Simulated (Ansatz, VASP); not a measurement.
# KCl in VASP and in Ansatz

File INCAR:

```
SYSTEM = KCl
ALGO = Normal
EDIFF = 1E-6
ENCUT = 520
GGA = PE
ISIF = 2
ISMEAR = 0
LASPH = .True.
LCHARG = .True.
LELF = .True.
LREAL = .False.
LVHAR = .True.
LWAVE = .False.
NBANDS = 24
NELM = 80
PREC = Accurate
SIGMA = 0.1
```

The input KPOINTS:

```
k-points
0
Gamma
  4 4 2
  0 0 0
```

POSCAR

```
KCl
1.0
    5.4133723300      0.0000000000      0.0000000000
    0.0000000000      5.4133723300      0.0000000000
    0.0000000000      0.0000000000      7.6556645700
K Cl
2 2
Direct
    0.0000000000      0.5000000000      0.0000000000
    0.5000000000      0.0000000000      0.5000000000
    0.5000000000      0.5000000000      0.2500000000
    0.5000000000      0.5000000000      0.7500000000
```

Input for Ansatz:

```yaml
crystal:
  lattice:
    - [5.41337233, 0.0, 0.0]
    - [0.0, 5.41337233, 0.0]
    - [0.0, 0.0, 7.65566457]
  atoms:
    - { symbol: K, position: [0.0, 0.5, 0.0] }
    - { symbol: K, position: [0.5, 0.0, 0.5] }
    - { symbol: Cl, position: [0.5, 0.5, 0.25] }
    - { symbol: Cl, position: [0.5, 0.5, 0.75] }
basis:
  ecutwfc: 420
kpoints:
  mp_grid: { grid: [4, 4, 2] }
hamiltonian:
  xc: pbe
scf:
  occupations: { method: gaussian, width: 0.1 }
  lower_state_search: "off"
output:
  forces: true
  stress: true
  eigenvalues: true
```

Change from the starting cell: ordered vacancies on the anion sites of fluorite (P4_2/mmc, No. 131).

Alike in both runs: task single point; functional PBE; k mesh 4 × 4 × 2; occupations gaussian, width 0.1 eV; no spin polarisation.

|  | VASP | Ansatz |
| --- | --- | --- |
| version | VASP 6.6.1 | Ansatz 0.2.0 |
| potentials or method | VASP PAW PBE potentials, release 64 (K_sv, Cl) | scalar-relativistic, plane waves, PAW |
| plane-wave cutoff (eV) | 520 | 420 |
| valence electrons in the cell | 32 | 32 |

```tsv
	VASP	Ansatz	Ansatz less VASP
gap on the k mesh at the Fermi level (eV)	2.89	2.89	-0.001
least direct gap on the mesh (eV)	2.89	2.89	-0.001
pressure (GPa)	-1.3	-1.3	+0.01
largest component of the traceless stress (GPa)	1.32	1.32	+0.001
```

A k mesh can miss the band edges.
